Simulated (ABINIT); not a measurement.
**CoO in ABINIT: the effect of functional**

Crystal: CoO.

```
Co O
1.0
     1.60222    0.92504    2.56647
    -1.60222    0.92504    2.56647
     0.00000   -1.85008    2.56647
Co O
1 1
Direct
  0.99898 0.99898 0.99898
  0.75102 0.75102 0.75102
```

Measurements of this composition are mostly on another form, of space group No. 225.

Alike in all runs:

| Item | Value |
| --- | --- |
| Program | ABINIT 10.8.3 (patched build) |
| Task | band structure |
| Potentials or basis | JTH PAW PBE v2.0 |
| Cutoff | 844 eV |
| k mesh | 6 × 6 × 6 |
| Occupations | fermi-dirac, width 0.05 eV |
| Spin | collinear spin, ferromagnetic start |
| Starting moments | [2.0, 0.0] μB |

**Question.** One run gave: pressure -15.6 GPa; moment 2.65 μB; largest force 0.20 eV/Å. Which functional did it use?
A. BLYP
B. LDA
C. AM05

**Answer.** B.

```tsv
functional	pressure (GPa)	moment (μB)	largest force (eV/Å)
LDA	-15.6	2.65	0.20
BLYP	5.4	2.69	0.31
AM05	-8.4	2.76	0.22
```

Caveats: all runs use coarse meshes; the PAW data sets were made with another functional, which shifts forces and pressure a little; a cell with one magnetic atom can't hold antiferromagnetic order, which such compounds often take.
